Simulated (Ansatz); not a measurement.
**Phases of Eu at 11 GPa**

Structure types of Eu are relaxed in primitive cells with their symmetry kept at 11 GPa, on PAW files; LAPW relaxes the small cells further and takes the PAW cell for the others (marked *). The enthalpy is E + pV at zero temperature, without zero-point motion. Only the types listed were tried, and differences under about 5 meV/atom are mesh noise. The real phase may be another.

Computed with Ansatz 0.2.0; functional PBE, scalar-relativistic. Settings: Fermi–Dirac smearing of 0.08 eV, spin-polarised from start moments Eu 7 μB. Methods: LAPW: all electrons, basis error target 0.5 meV/atom; PAW: frozen-core files, cutoff 420 eV.

k meshes: fcc 14×14×14, bcc 14×14×14, hcp 13×13×7, dhcp 11×11×3.

The open f shell is treated without a Hubbard term, so these are results of the method, and the state needn't be the lowest. Spin–orbit coupling is left out, which matters for the heavy atoms.

Task: Which type is lowest in enthalpy, and by how much?

Result: hcp, 2 meV/atom below dhcp, which is within the noise of the k meshes. The whole table:

```
start type         ends as           a, b, c (Å)  V (Å³/atom)  H − H(lowest), LAPW (meV/atom)  same, PAW  moment (μB/atom)
       fcc      fcc, Fm-3m   4.840, 4.840, 4.840        28.35                             8.7        9.1              7.38
       bcc      bcc, Im-3m   3.839, 3.839, 3.839        28.28                            37.7       38.1              7.20
       hcp   hcp, P6_3/mmc   3.425, 3.425, 5.502        27.95                             0.0        0.0              7.28
     dhcp*  dhcp, P6_3/mmc  3.424, 3.424, 11.106        28.19                             2.1        2.5              7.38
```
